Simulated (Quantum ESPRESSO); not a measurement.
Here is a Quantum ESPRESSO 7.5 calculation.

File pw.in:

```
&CONTROL
  calculation = 'scf'
  prefix = 'pwscf'
  outdir = './tmp'
  pseudo_dir = './pseudo'
  tprnfor = .true.
  tstress = .true.
  disk_io = 'nowf'
/
&SYSTEM
  ibrav = 0
  nat = 4
  ntyp = 4
  ecutwfc = 45
  ecutrho = 360
  nbnd = 34
  occupations = 'smearing'
  smearing = 'gaussian'
  degauss = 0.00367493
  nspin = 2
  starting_magnetization(1) = 0.25
  starting_magnetization(2) = 0
  starting_magnetization(3) = -0.25
  starting_magnetization(4) = -0
/
&ELECTRONS
  conv_thr = 1.6d-07
  electron_maxstep = 120
  mixing_beta = 0.3
  mixing_ndim = 12
  mixing_mode = 'TF'
/
ATOMIC_SPECIES
Fe1   55.8450 fe_pbesol_v1.5.uspp.F.UPF
O1    15.9990 o_pbesol_v1.2.uspp.F.UPF
Fe2   55.8450 fe_pbesol_v1.5.uspp.F.UPF
O2    15.9990 o_pbesol_v1.2.uspp.F.UPF
CELL_PARAMETERS angstrom
   3.0353642200    1.7524683600    5.0315891600
  -1.5176821100    0.8762341800    2.5157945800
   0.0000000000   -1.7524683500    2.5157945800
ATOMIC_POSITIONS crystal
Fe1    0.0000000000    0.0000000000    0.0000000000
O1     0.2500000000    0.5000000000    0.5000000000
Fe2    0.5000000000    0.0000000000    0.0000000000
O2     0.7500000000    0.5000000000    0.5000000000
K_POINTS automatic
2 3 3 0 0 0
HUBBARD {atomic}
U Fe1-3d 5.0
J0 Fe1-3d 0.5
U Fe2-3d 5.0
J0 Fe2-3d 0.5
```

Potentials or basis: GBRV 1.5 PBEsol.

The run is started by

```sh
$ OMP_NUM_THREADS=1 pw.x -in pw.in > pw.out
```

Problem. Predict the pressure.

Solution. 3.4 GPa.

Problem. Predict the net moment.

Solution. 0.00 μB per cell.

Problem. What does it give for the site moments?

Solution. Fe +3.56, -3.56; O -0.00 μB.

Problem. Predict the absolute moment.

Solution. 7.69 μB per cell.

Eigenvalues of the final occupation matrices:
```
    site  spin  trace               eigenvalues
Fe1 1 3d     1   4.97  0.99 0.99 0.99 1.00 1.00
Fe1 1 3d     2   1.29  0.06 0.13 0.13 0.48 0.49
Fe2 3 3d     1   1.29  0.06 0.13 0.13 0.48 0.49
Fe2 3 3d     2   4.97  0.99 0.99 0.99 1.00 1.00
```

Caveat: the k mesh is coarse (spacing up to 0.84 Å⁻¹), so the values aren't converged. The state reached can hang on the start; a lower one may exist.
